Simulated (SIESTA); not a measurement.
HfO2 under changes of volume

One of the cells (11.152 Å³/atom); the others are scaled copies at fixed shape and fractional positions:

```
Hf O
1.0
     0.00000    2.55750    2.55750
     2.55750    0.00000    2.55750
     2.55750    2.55750    0.00000
Hf O
1 2
Direct
  0.00000 0.00000 0.00000
  0.75000 0.75000 0.75000
  0.25000 0.25000 0.25000
```

Measurements of this composition are mostly on another form, of space group No. 14.

```yaml
Program: SIESTA 5.4.2
Functional: LDA
Potentials_or_basis: PseudoDojo 0.4 standard (LDA files)
Basis: DZP (energy shift 0.003 Ry; two zetas on semicore shells)
Grid_cutoff: 800 Ry
Energy_shift: 0.003 Ry
k_mesh: 9 × 9 × 9
Occupations: fermi-dirac, width 0.05 eV
Spin: no spin polarisation
```

```csv
volume (Å³/atom),energy over the lowest point (meV/atom),pressure (GPa),gap on the mesh (eV)
10.483,0.00,0.0,3.67
10.706,4.00,-5.6,3.63
10.929,15.37,-10.7,3.58
11.152,?,?,?
11.375,57.50,-19.2,3.48
11.598,86.84,-22.9,3.43
11.821,120.90,-26.0,3.38
```

**Question.** What does the run at 11.152 Å³/atom give?

**Answer.** Energy over the lowest point 33.53 meV/atom; pressure -15.2 GPa; gap on the mesh 3.54 eV.

Worked out: A Birch-Murnaghan fit of order 3 (a polynomial in V^(-2/3)) to the other rows has its minimum at 10.48 Å³/atom with B0 = V·E''(V) = 282 GPa and B' = 4.3. It gives 33.47 meV/atom at 11.152 Å³/atom, against the run's 33.53, and -dE/dV = -15.2 GPa, against -15.2. A straight line through the other rows of the gap, of slope -2.44 eV per unit of ln V, gives 3.53 eV, against the run's 3.54.

Energies are extrapolated to zero smearing.

Caveats: short orbitals over semicore shells can move pressures by several GPa; spin-orbit coupling is left out, which moves the levels of the heavy elements; an odd mesh through Γ misses points on the zone boundary, where band edges often lie; the basis of atomic orbitals isn't converged, which shifts pressures, moduli and gaps.
